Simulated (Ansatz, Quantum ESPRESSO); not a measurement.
## TiSi and the effect of the pressure

The cell as given:

```cif
data_structure
_symmetry_space_group_name_H-M 'P 1'
_symmetry_Int_Tables_number 1
_cell_length_a 2.7898
_cell_length_b 2.7898
_cell_length_c 3.8039
_cell_angle_alpha 90.000
_cell_angle_beta 90.000
_cell_angle_gamma 98.764
_cell_volume 29.26
loop_
_atom_site_label
_atom_site_type_symbol
_atom_site_fract_x
_atom_site_fract_y
_atom_site_fract_z
_atom_site_occupancy
Ti1 Ti 0.50000 0.50000 0.00000 1
Si1 Si 0.00000 0.00000 0.50000 1
```

The cell comes from a database or a generator and needn't be the stable form of this composition.

Kept alike: task relaxation of cell and atoms; functional PBEsol; k mesh 10 × 10 × 7; occupations fermi-dirac, width 0.05 eV; no spin polarisation. Program: Ansatz, all-electron LAPW, scalar-relativistic. The mesh is that of the run's cell of 2 atoms. No spin-orbit coupling.

| run | volume (Å³/atom) | first edge of the run's cell (Å) | third edge of the run's cell (Å) |
| --- | --- | --- | --- |
| A | 13.264 | 2.669 | 3.752 |
| B | 14.133 | 2.741 | 3.802 |
| C | 12.633 | 2.620 | 3.706 |
| D | 13.648 | 2.699 | 3.778 |

The relaxations keep at least the cell's symmetry (Cmmm). Runs of this series that gave no sound value for these columns are left out. The runs follow the start's structure, whether or not it is the stable one at these pressures. P is the pressure aimed at, which the runs meet within some hundredths to tenths of a GPa.

Question: The runs differ in the pressure alone: 0; 5; 10; 20 GPa. Which run is which?

Answer: Run A is 10 GPa; run B is 0 GPa; run C is 20 GPa; run D is 5 GPa. The volume falls from 14.133 to 12.633 Å³/atom between 0 and 20 GPa. The volume falls ever more slowly, since the solid stiffens under load. At the pressures aimed at, which the runs meet within some tenths of a GPa, the step from 0 to 5 GPa gives a mean bulk modulus near 143 GPa, the last step 205 GPa. A twin series (Quantum ESPRESSO, GBRV 1.5 PBEsol) moves it by -1.4971 between 0 and 20, against -1.5000 Å³/atom here. The first edge of the run's cell falls from 2.741 to 2.620 Å between 0 and 20 GPa. A twin series (Quantum ESPRESSO, GBRV 1.5 PBEsol) moves it by -0.1209 between 0 and 20, against -0.1210 Å here. The third edge of the run's cell falls from 3.802 to 3.706 Å between 0 and 20 GPa. A twin series (Quantum ESPRESSO, GBRV 1.5 PBEsol) moves it by -0.0953 between 0 and 20, against -0.0959 Å here.
